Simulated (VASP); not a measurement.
Set up this calculation in VASP 6.6.1, as the native input.

```yaml
Task: relaxation of cell and atoms
Functional: PBE
Potentials_or_basis: VASP PAW PBE potentials, release 64 (Ca_sv, O)
Cutoff: 600 eV
k_mesh: 10 × 10 × 10
Occupations: gaussian, width 0.02 eV
Spin: no spin polarisation
Further_INCAR_settings: ALGO = Normal; EDIFF = 1e-07; IBRION = 2; EDIFFG = -0.005; NSW = 40; ISIF = 3
```

The structure of CaO lies in POSCAR:

```
CaO
1.0
    0.0000000000      2.3900000000      2.3900000000
    2.3900000000      0.0000000000      2.3900000000
    2.3900000000      2.3900000000      0.0000000000
Ca O
1 1
Direct
    0.0000000000      0.0000000000      0.0000000000
    0.5000000000      0.5000000000      0.5000000000
```

The cell was built by a generator and needn't be a form met in nature.

One way to write it, as run:

INCAR

```
SYSTEM = CaO
ALGO = Normal ; EDIFF = 1E-7
EDIFFG = -0.005 ; ENCUT = 600
GGA = PE ; IBRION = 2
ISIF = 3 ; ISMEAR = 0
KPAR = 4 ; LASPH = .True.
LCHARG = .False. ; LREAL = .False.
LWAVE = .False. ; NELM = 120
NSW = 40 ; PREC = Accurate
SIGMA = 0.02
```

KPOINTS

```
k-points
0
Gamma
  10 10 10
  0 0 0
```

Potentials or basis: VASP PAW PBE potentials, release 64 (Ca_sv, O).

Command:

```sh
$ cat potpaw_PBE.64/Ca_sv/POTCAR potpaw_PBE.64/O/POTCAR > POTCAR
$ mpirun -np 4 vasp_std > vasp.out
```

Results of the run:

| Quantity | Value |
| --- | --- |
| Relaxed volume | 14.15 Å³/atom |
| Relaxed cell | a = 3.421 Å, b = 3.421 Å, c = 3.421 Å, α = 60.00°, β = 60.00°, γ = 60.00° |
| Space group after relaxing (to 0.05 Å) | Fm-3m (No. 225) |
| Energy gained by relaxing | 6.2 meV/atom |
| Ionic steps | 3 |
| Pressure after relaxing | 0.0 GPa |
| Band gap on the k mesh | 3.64 eV, indirect (least direct gap 4.02 eV) |

Wall time 26 s on 4 MPI ranks on Intel(R) Xeon(R) Platinum 8259CL CPU @ 2.50GHz (Skylake/Cascade Lake), on a shared host, peak memory 0.17 GiB a rank.
